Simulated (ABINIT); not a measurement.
# ZnS (F-43m) in ABINIT: notebook, part 2 of 2

ABINIT 10.8.3 (patched build). The steps go on from the part before.

### Step 4. Equation of state, PBE+D2

The input, run.abi:

```
ndtset 7
getwfk -1
scalecart1 3*0.9795861087
scalecart2 3*0.9864848297
scalecart3 3*0.9932883884
scalecart4 3*1.0000000000
scalecart5 3*1.0066227096
scalecart6 3*1.0131594038
scalecart7 3*1.0196128224

pp_dirpath "./"
pseudos "Zn.GGA_PBE-JTH.xml, S.GGA_PBE-JTH.xml"

acell 3.8212050455 3.8212050455 3.8212050455 Angstrom
rprim
     0.0000000000     0.7071067812     0.7071067812
     0.7071067812     0.0000000000     0.7071067812
     0.7071067812     0.7071067812     0.0000000000
ntypat 2
znucl 30 16
natom 2
typat 1 2
xred
     0.7500000000     0.7500000000     0.7500000000
     0.0000000000     0.0000000000     0.0000000000

ecut 22.0
pawecutdg 44.0
pawxcdev 0

kptopt 1
ngkpt 9 9 9
nshiftk 1
shiftk 0.0 0.0 0.0

ixc 11
vdw_xc 5

nband 13
occopt 3
tsmear 0.05 eV

nstep 100
tolvrs 1.0e-9

iomode 3
prtwf 1
prtden 0
prteig 0
prtebands 0
enunit 1
```

Potentials or basis: JTH PAW PBE v2.0.

Run with:

```bash
abinit run.abi > log 2>&1
```

run.abo:

```text
.Version 10.8.3 of ABINIT
 DATASET    1 : space group F-4 3 m (#216); Bravais cF (face-center cubic)
================================================================================
 Values of the parameters that define the memory need for DATASET  1.
     intxc =       0    ionmov =       0      iscf =      17    lmnmax =      18
     lnmax =       6     mgfft =      30  mpssoang =       3    mqgrid =    3001
     natom =       2  nloc_mem =       2    nspden =       1   nspinor =       1
    nsppol =       1      nsym =      24    n1xccc =       1    ntypat =       2
    occopt =       3   xclevel =       2
       mpw =        1258          nfft =       27000          nkpt =          35
 PAW method is used; the additional fine FFT grid is defined by:
   mgfftf=        45    nfftf =     91125
================================================================================
================================================================================
[... 71 lines left out ...]
 DATASET    7 : space group F-4 3 m (#216); Bravais cF (face-center cubic)
================================================================================
 Values of the parameters that define the memory need for DATASET  7.
     intxc =       0    ionmov =       0      iscf =      17    lmnmax =      18
     lnmax =       6     mgfft =      32  mpssoang =       3    mqgrid =    3001
     natom =       2  nloc_mem =       2    nspden =       1   nspinor =       1
    nsppol =       1      nsym =      24    n1xccc =       1    ntypat =       2
    occopt =       3   xclevel =       2
       mpw =        1403          nfft =       32768          nkpt =          35
 PAW method is used; the additional fine FFT grid is defined by:
   mgfftf=        45    nfftf =     91125
================================================================================
================================================================================

--------------------------------------------------------------------------------
------------- Echo of variables that govern the present computation ------------
--------------------------------------------------------------------------------
 -outvars: echo values of preprocessed input variables --------
            acell      7.2210310069E+00  7.2210310069E+00  7.2210310069E+00 Bohr
              amu      6.53900000E+01  3.20660000E+01
             ecut      2.20000000E+01 Hartree
           enunit           1
           getwfk          -1
              ixc          11
           jdtset        1    2    3    4    5    6    7
         kptrlatt        9    0    0      0    9    0      0    0    9
          kptrlen1     6.36625950E+01
          kptrlen2     6.41109379E+01
          kptrlen3     6.45530963E+01
          kptrlen4     6.49892791E+01
          kptrlen5     6.54196842E+01
          kptrlen6     6.58444992E+01
          kptrlen7     6.62639023E+01
            natom           2
            nband          13
           ndtset           7
            ngfft1         30      30      30
            ngfft2         32      32      32
            ngfft3         32      32      32
            ngfft4         32      32      32
            ngfft5         32      32      32
            ngfft6         32      32      32
            ngfft7         32      32      32
          ngfftdg          45      45      45
             nkpt          35
            nstep         100
             nsym          24
           ntypat           2
           occopt           3
        pawecutdg      4.40000000E+01 Hartree
         pawxcdev           0
           prtden           0
[... 41 lines left out ...]
           xangst7     4.1324907692E+00  4.1324907692E+00  4.1324907692E+00
                       0.0000000000E+00  0.0000000000E+00  0.0000000000E+00
            xcart1     7.5027087703E+00  7.5027087703E+00  7.5027087703E+00
                       0.0000000000E+00  0.0000000000E+00  0.0000000000E+00
            xcart2     7.5555464883E+00  7.5555464883E+00  7.5555464883E+00
                       0.0000000000E+00  0.0000000000E+00  0.0000000000E+00
            xcart3     7.6076553525E+00  7.6076553525E+00  7.6076553525E+00
                       0.0000000000E+00  0.0000000000E+00  0.0000000000E+00
            xcart4     7.6590599884E+00  7.6590599884E+00  7.6590599884E+00
                       0.0000000000E+00  0.0000000000E+00  0.0000000000E+00
            xcart5     7.7097837185E+00  7.7097837185E+00  7.7097837185E+00
                       0.0000000000E+00  0.0000000000E+00  0.0000000000E+00
            xcart6     7.7598486515E+00  7.7598486515E+00  7.7598486515E+00
                       0.0000000000E+00  0.0000000000E+00  0.0000000000E+00
            xcart7     7.8092757717E+00  7.8092757717E+00  7.8092757717E+00
                       0.0000000000E+00  0.0000000000E+00  0.0000000000E+00
             xred      7.5000000000E-01  7.5000000000E-01  7.5000000000E-01
                       0.0000000000E+00  0.0000000000E+00  0.0000000000E+00
            znucl       30.00000   16.00000

================================================================================

 chkinp: Checking input parameters for consistency, jdtset=   1.

 chkinp: Checking input parameters for consistency, jdtset=   2.
[... 40 lines left out ...]
 getcut: wavevector=  0.0000  0.0000  0.0000  ngfft=  45  45  45
         ecut(hartree)=     44.000   => boxcut(ratio)=   2.08314

--- Pseudopotential description ------------------------------------------------
- pspini: atom type   1  psp file is ./Zn.GGA_PBE-JTH.xml
 Pseudopotential format is: paw10
 basis_size (lnmax)=  6 (lmn_size= 18), orbitals=   0   0   1   1   2   2
 Spheres core radius: rc_sph= 2.30769763
 Shapefunction is SIN type: shapef(r)=[sin(pi*r/rshp)/(pi*r/rshp)]**2
 Radius for shape functions =  1.80965103
 Compensation charge density is not taken into account in XC energy/potential

- pspini: atom type   2  psp file is ./S.GGA_PBE-JTH.xml
 Pseudopotential format is: paw10
 basis_size (lnmax)=  4 (lmn_size=  8), orbitals=   0   0   1   1
 Spheres core radius: rc_sph= 1.90380259
 Shapefunction is SIN type: shapef(r)=[sin(pi*r/rshp)/(pi*r/rshp)]**2
 Radius for shape functions =  1.40128485
 Compensation charge density is not taken into account in XC energy/potential

   2.06649828E+02                                ecore*ucvol(ha*bohr**3)
--------------------------------------------------------------------------------

================================================================================

--- !BeginCycle
iteration_state: {dtset: 1, }
solver: {iscf: 17, nstep: 100, nline: 4, wfoptalg: 10, }
tolerances: {tolvrs: 1.00E-09, }
...
[... 1359 lines left out ...]
-Cartesian components of stress tensor (GPa)         [Pressure= -5.2351E+00 GPa]
- sigma(1 1)=  5.23506112E+00  sigma(3 2)=  0.00000000E+00
- sigma(2 2)=  5.23506112E+00  sigma(3 1)=  0.00000000E+00
- sigma(3 3)=  5.23506112E+00  sigma(2 1)=  0.00000000E+00

== END DATASET(S) ==============================================================
================================================================================

 -outvars: echo values of variables after computation  --------
            acell      7.2210310069E+00  7.2210310069E+00  7.2210310069E+00 Bohr
           etotal1    -7.4710555871E+01
           etotal2    -7.4710994767E+01
           etotal3    -7.4711120248E+01
           etotal4    -7.4710964087E+01
           etotal5    -7.4710558165E+01
           etotal6    -7.4709929147E+01
           etotal7    -7.4709101422E+01
            fcart1     1.6822956708E-30  1.6822956708E-30 -5.0468870124E-30
                      -1.6822956708E-30 -1.6822956708E-30  5.0468870124E-30
            fcart2    -6.6821239221E-30 -3.3410619611E-30  1.3364247844E-29
                       6.6821239221E-30  3.3410619611E-30 -1.3364247844E-29
            fcart3    -0.0000000000E+00 -0.0000000000E+00 -0.0000000000E+00
                      -0.0000000000E+00 -0.0000000000E+00 -0.0000000000E+00
            fcart4     3.2959069397E-30  6.5918138793E-30 -9.8877208190E-30
                      -3.2959069397E-30 -6.5918138793E-30  9.8877208190E-30
            fcart5    -8.1855567837E-30  1.6371113567E-30  4.9113340702E-30
                       8.1855567837E-30 -1.6371113567E-30 -4.9113340702E-30
[... 38 lines left out ...]
                       0.0000000000E+00  0.0000000000E+00  0.0000000000E+00
           xangst1     3.9702624986E+00  3.9702624986E+00  3.9702624986E+00
                       0.0000000000E+00  0.0000000000E+00  0.0000000000E+00
           xangst2     3.9982230148E+00  3.9982230148E+00  3.9982230148E+00
                       0.0000000000E+00  0.0000000000E+00  0.0000000000E+00
           xangst3     4.0257978382E+00  4.0257978382E+00  4.0257978382E+00
                       0.0000000000E+00  0.0000000000E+00  0.0000000000E+00
           xangst4     4.0530000000E+00  4.0530000000E+00  4.0530000000E+00
                       0.0000000000E+00  0.0000000000E+00  0.0000000000E+00
           xangst5     4.0798418421E+00  4.0798418421E+00  4.0798418421E+00
                       0.0000000000E+00  0.0000000000E+00  0.0000000000E+00
           xangst6     4.1063350636E+00  4.1063350636E+00  4.1063350636E+00
                       0.0000000000E+00  0.0000000000E+00  0.0000000000E+00
           xangst7     4.1324907692E+00  4.1324907692E+00  4.1324907692E+00
                       0.0000000000E+00  0.0000000000E+00  0.0000000000E+00
             xred      7.5000000000E-01  7.5000000000E-01  7.5000000000E-01
                       0.0000000000E+00  0.0000000000E+00  0.0000000000E+00
 Calculation completed.
```

Wall time 5.1 min (1 thread of Arm Neoverse V1, shared host); peak memory 0.15 GiB.

Results:

```
Equilibrium volume                      : 19.30 Å³/atom
Bulk modulus                            : 76 GPa
Pressure derivative of the bulk modulus : 4.6
```

Energy against volume, from the lowest point:
```tsv
volume (Å³/atom)	energy (meV/atom)
18.543	7.68
18.938	1.71
19.332	0.00
19.727	2.12
20.121	7.65
20.516	16.21
20.910	27.47
```

Caveat: pressures at fixed basis lie under the slope of the energies.

### Step 5. Overview

```csv
level,V0 of scaled cells (Å³/atom),B0 (GPa)
PBE+D3,19.46,80
PBE+D3(BJ),19.41,77
PBE+D2,19.30,76
```

Alike in all rows: task equation of state; potentials or basis JTH PAW PBE v2.0; no spin polarisation; cell as given; k mesh 9 × 9 × 9; cutoff (eV) 599; smearing fermi-dirac 0.05 eV.

Caveats: pressures at fixed basis lie under the slope of the energies.

Absolute energies hang on the potentials; compare differences alone.

### Step 6. How close it comes

Step 2. Against the measured bulk modulus of ZnS, 76.9 GPa (quoted in “Electronic, vibrational, and thermodynamic properties of ZnS (zincblende and rocksalt structure)”, 2009, arxiv:0911.5022), the calculated 80 GPa is off by +3.5 %. The fit is for a static lattice scaled at fixed shape and fixed fractional positions.

Step 3. Measured bulk modulus of ZnS: 76.9 GPa (quoted in “Electronic, vibrational, and thermodynamic properties of ZnS (zincblende and rocksalt structure)”, 2009, arxiv:0911.5022). This calculation gives 77 GPa (+0.3 %). The fit is for a static lattice scaled at fixed shape and fixed fractional positions.

Step 4. Against the measured bulk modulus of ZnS, 76.9 GPa (quoted in “Electronic, vibrational, and thermodynamic properties of ZnS (zincblende and rocksalt structure)”, 2009, arxiv:0911.5022), the calculated 76 GPa is off by -0.7 %. The fit is for a static lattice scaled at fixed shape and fixed fractional positions.
